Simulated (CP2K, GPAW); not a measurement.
Given: the input of a run of GPAW 26.7.0 (ASE script) on Sc. 

The input run.py:

```python
from ase import Atoms
from ase.dft.bandgap import bandgap
from ase.io import write
from ase.units import GPa
from gpaw import GPAW, PW

atoms = Atoms(['Sc', 'Sc'],
              cell=[[3.309, 0.0, 0.0],
                    [-1.6545, 2.8656780611, 0.0],
                    [0.0, 0.0, 5.2733]],
              scaled_positions=[[0.6666666667, 0.3333333333, 0.75],
                                [0.3333333333, 0.6666666667, 0.25]],
              pbc=True)

calc = GPAW(mode=PW(600),
            xc='PBE',
            kpts={'size': (9, 9, 5), 'gamma': True},
            occupations={'name': 'methfessel-paxton', 'order': 0, 'width': 0.1},
            nbands=23,
            convergence={'density': 1e-05, 'energy': 1e-05},
            maxiter=150,
            txt='gpaw.txt')
atoms.calc = calc
energy = atoms.get_potential_energy()
forces = atoms.get_forces()
stress = atoms.get_stress()
calc.write('gs.gpw')
write('result.traj', atoms)
print(f'Energy: {energy:.6f} eV')
print('Forces (eV/A):')
print(forces.round(4))
print('Stress (GPa):', (stress / GPa).round(3))
print('Fermi level:', round(calc.get_fermi_level(), 4), 'eV')
print(f'Gap: {bandgap(calc)[0]:.4f} eV, direct: {bandgap(calc, direct=True)[0]:.4f} eV')
```

Potentials or basis: GPAW PAW data sets (gpaw-data 1.2.1), pw.

Launch:

```sh
$ OMP_NUM_THREADS=1 python run.py
```

**Question.** Translate it to CP2K 2026.2. Potentials or basis there: POTENTIAL_UZH Sc GTH-PBE-q11; TZVP-MOLOPT-PBE-GTH basis.

**Answer.** As run (cutoffs and basis follow the program's own potentials, and thresholds, step limits or extra output files can differ):

File sc_scf.inp:

```
&GLOBAL
  PROJECT sc_scf
  RUN_TYPE ENERGY_FORCE
  PRINT_LEVEL LOW
&END GLOBAL
&FORCE_EVAL
  METHOD QS
  STRESS_TENSOR ANALYTICAL
  &DFT
    BASIS_SET_FILE_NAME BASIS_MOLOPT_UZH
    POTENTIAL_FILE_NAME POTENTIAL_UZH
    &MGRID
      CUTOFF 450
      REL_CUTOFF 60
      NGRIDS 5
    &END MGRID
    &QS
      METHOD GPW
      EPS_DEFAULT 1.0E-10
    &END QS
    &KPOINTS
      SCHEME MONKHORST-PACK 9 9 5
      GAMMA_CENTERED T
      SYMMETRY T
      SYMMETRY_BACKEND SPGLIB
    &END KPOINTS
    &SCF
      SCF_GUESS ATOMIC
      EPS_SCF 1.0E-6
      MAX_SCF 100
      ADDED_MOS 16
      CHOLESKY OFF
      EPS_EIGVAL 1.0E-7
      &DIAGONALIZATION ON
        ALGORITHM STANDARD
      &END DIAGONALIZATION
      &MIXING ON
        METHOD BROYDEN_MIXING
        ALPHA 0.4
        BETA 1.5
        NBUFFER 8
      &END MIXING
      &SMEAR ON
        METHOD GAUSSIAN
        SIGMA [eV] 0.1
      &END SMEAR
    &END SCF
    &XC
      &XC_FUNCTIONAL PBE
      &END XC_FUNCTIONAL
    &END XC
    &PRINT
      &KPOINTS ON
      &END KPOINTS
      &MULLIKEN ON
      &END MULLIKEN
      &MO ON
        ENERGIES T
        OCCUPATION_NUMBERS T
        &EACH
          QS_SCF 0
        &END EACH
        ADD_LAST NUMERIC
      &END MO
    &END PRINT
  &END DFT
  &SUBSYS
    &CELL
      A 3.3090000000 0.0000000000 0.0000000000
      B -1.6545000000 2.8656780611 0.0000000000
      C 0.0000000000 0.0000000000 5.2733000000
      PERIODIC XYZ
    &END CELL
    &COORD
      SCALED
      Sc  0.6666666667 0.3333333333 0.7500000000
      Sc  0.3333333333 0.6666666667 0.2500000000
    &END COORD
    &KIND Sc
      BASIS_SET TZVP-MOLOPT-PBE-GTH-q11
      POTENTIAL GTH-PBE-q11
    &END KIND
    &PRINT
      &ATOMIC_COORDINATES ON
      &END ATOMIC_COORDINATES
      &CELL ON
      &END CELL
    &END PRINT
  &END SUBSYS
  &PRINT
    &FORCES ON
    &END FORCES
    &STRESS_TENSOR ON
    &END STRESS_TENSOR
  &END PRINT
&END FORCE_EVAL
```

Potentials or basis: POTENTIAL_UZH Sc GTH-PBE-q11; TZVP-MOLOPT-PBE-GTH basis.

Command:

```sh
$ OMP_NUM_THREADS=1 cp2k.psmp -i sc_scf.inp -o sc_scf.out
```

Both were run:

|  | GPAW | CP2K |
| --- | --- | --- |
| Pressure | -0.8 GPa | -0.8 GPa |

Pressure is positive in compression.
